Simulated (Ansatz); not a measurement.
**C (Fd-3m): birefringence under uniaxial strain**

Cubic C (Fd-3m) is strained along the cube axis z = [001] with x and y held fixed, and the static electronic response is computed along x and z.

Cell: a, b, c = 2.522, 2.522, 2.522 Å (primitive vectors), 2 atoms.

Method: Ansatz 0.2.0, PBE, independent particles, k-mesh 12×12×12 with interpolation inside its cells, Gaussian parameter 0.1 eV.

Launch of the response step: `ansatz run input.yaml --threads 4 --pin off --max-ram 8192MiB --backend cpu --events-out ev --progress --plain --runs-dir out`. The series took 42 s in all, on 4 threads of Intel(R) Xeon(R) Processor @ 2.50GHz (Skylake/Cascade Lake) (shared host).

```
strain along z (%)  ε∞ along x  ε∞ along z  ε_z − ε_x
              -2.0      6.0040      5.7824    -0.2217
              -1.0      5.9793      5.8702    -0.1091
              +0.0      5.9578      5.9578    +0.0000
              +1.0      5.9378      6.0494    +0.1115
              +2.0      5.9178      6.1495    +0.2317
              +3.0           ?           ?          ?
```

To first order the splitting is linear in the strain, ε_z − ε_x = −ε² (p₁₁ − p₁₂) · strain.

Working, on the rows shown:

| x = strain | y = ε_z − ε_x |
| --- | --- |
| -0.02 | -0.2217 |
| -0.01 | -0.1091 |
| 0 | 0 |
| 0.01 | 0.1115 |
| 0.02 | 0.2317 |

Means: x̄ = 6.6613e-17, ȳ = 0.00248. Σ(x − x̄)(y − ȳ) = 0.01127, Σ(x − x̄)² = 0.001. Slope = 0.01127 / 0.001 = 11.27; intercept = ȳ − slope · x̄ = 0.00248. The line misses the rows shown by at most 0.0037.

Q: What does the fit predict for the withheld row, and how well does it do?

A: At x = 0.03 the line gives y = 0.3407. The run gave +0.3539, so the extrapolation is off by 0.013, 2 % of the range in the table.

Between the rows on either side of x = 0 the slope is (0.1115 − -0.1091) / (0.01 − (-0.01)) = 11.03. So p₁₁ − p₁₂ = −11.03 / 5.96² = -0.311, and 1 % of strain gives n_z − n_x = +0.0226. These are long-wavelength values at fixed fractional positions; over small gaps they hang strongly on the gap. Excitons are left out and so are local fields; PBE gaps are as a rule too small.

[Logs are printed without paths, hosts, clocks, repeated set-up lines and the standing remarks that a program may print on its own settings, such as how far it seeks lower states.]
